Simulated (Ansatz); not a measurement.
# Strain and the gap of Te (P3_121)

Te (P3_121) from a database structure, relaxed with r2SCAN+rVV10 in the plane-wave code Ansatz. The symmetry is P3_121 (No. 152, trigonal); a = 4.471 Å, c = 5.949 Å in the conventional setting, 34.33 Å³ an atom. Te is surrounded by 2 Te at 2.85 Å.

The axes x, y and z are those of this cell:
```xyz
3
Lattice="4.4713 0.0000 0.0000 -2.2356 3.8722 0.0000 0.0000 0.0000 5.9487" Properties=species:S:1:pos:R:3 pbc="T T T"
Te    1.1813    0.0000    1.9829
Te   -0.5906    1.0230    3.9658
Te    1.6450    2.8492    0.0000
```

Unstrained: The r2SCAN gap is indirect, 0.329 eV (k = (1/3, 1/3, 0.470) to H), below the direct gap of 0.360 eV at H. With HSE06 the valence top lies at k = (1/3, 1/3, 0.470) and the conduction bottom at H, 0.602 eV higher; the smallest vertical gap, at H, is 0.632 eV. Meshes: r2SCAN 6×6×4, HSE06 6×6×4. Strains are changes of length per length. After each strain the atoms were relaxed again with r2SCAN+rVV10 within the symmetry that the strain leaves, so tilts or polar shifts that break it weren't tested; points keep the names that they have in the unstrained zone. (Simulation; spin polarisation is off.)

Changes of the least gap in eV (an overlap counts as a negative gap):
```
                                                       strain  volume change (%)  space group  r2SCAN   HSE06
                                     uniaxial +1.91 % along x               +1.9           C2  +0.047  +0.054
epitaxial -4.93 % in the xy plane, free normal strain +3.45 %               -6.5       P3_121  -0.329  -0.421
                             isotropic +5.8 % on every length              +18.4       P3_121  -0.105  -0.054
                                     uniaxial -2.71 % along z               -2.7       P3_121  +0.094  +0.114
```

Uniaxial +1.91 % along x, other directions held. HSE06: the gap goes from 0.602 to 0.656 eV (+0.054 eV); the edges go from (1/3, 1/3, 0.470) → H to (1/3, 0.332, 0.469) → H.

Epitaxial -4.93 % in the xy plane, free normal strain +3.45 %. HSE06: the gap goes from 0.602 to 0.181 eV (-0.421 eV); it turns from indirect ((1/3, 1/3, 0.470) → H) to direct (H); least and direct gap lie within 0.04 eV, so its kind isn't settled.

Isotropic +5.8 % on every length. HSE06: the gap goes from 0.602 to 0.548 eV (-0.054 eV); the edges go from (1/3, 1/3, 0.470) → H to (1/3, 1/3, 0.448) → H.

Uniaxial -2.71 % along z, other directions held. HSE06: the gap goes from 0.602 to 0.716 eV (+0.114 eV); the edges go from (1/3, 1/3, 0.470) → H to (0.286, 0.357, -1/2) → Γ–A (0.91).

No spin-orbit coupling is included; it can move band edges with weight on the heavy atoms by tenths of an eV.

Where an edge lies off the special points, it is a point of the mesh or the k point where a search put PBE's edge or least direct gap, reused for the other functionals, whose own edges may lie a little apart.

Coordinates of k points refer to the reciprocal vectors of the primitive cell of the runs.

The meshes of the hybrids are coarse, so their gaps aren't converged to the digits shown.
